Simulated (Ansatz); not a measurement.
MoS2, 6 atoms in the cell. It takes space group P6_3/mmc (No. 194, hexagonal). Conventional cell: a = 3.169 Å, b = 3.169 Å, c = 12.324 Å, α = 90.00°, β = 90.00°, γ = 120.00°. Mo (site symmetry -6m2) is surrounded by 6 S at 2.41 Å. S (site symmetry 3m) has 3 Mo at 2.41 Å as nearest neighbours. 

* Program: Ansatz 0.2.0
* Task: projected density of states
* Functional: LDA
* Potentials or basis: Ansatz PAW
* Cutoff: 420 eV (not typed: the program's choice for these potentials)
* k mesh: 10 × 10 × 3
* Occupations: fermi-dirac, width 0.05 eV
* Spin: no spin polarisation
* Hubbard terms: Mo d U = 2 eV
* Hubbard projectors: ortho-atomic (the default)
* Double counting: fll (the default)

Potentials or basis: Ansatz PAW.

Launch:

```bash
$ ansatz run input.yaml --threads 2 --pin off --max-ram 5632MiB --backend cpu --events-out ev --progress --plain --runs-dir out
```

Hardware: 2 threads of Arm Neoverse V2 (shared host).

**Question.** Estimate the wall time of this run.

**Answer.** Wall time 13 s on 2 threads of Arm Neoverse V2, on a shared host, peak memory 0.55 GiB. Counts: scf iterations 8, plane waves 2081, k points 28, bands 41.
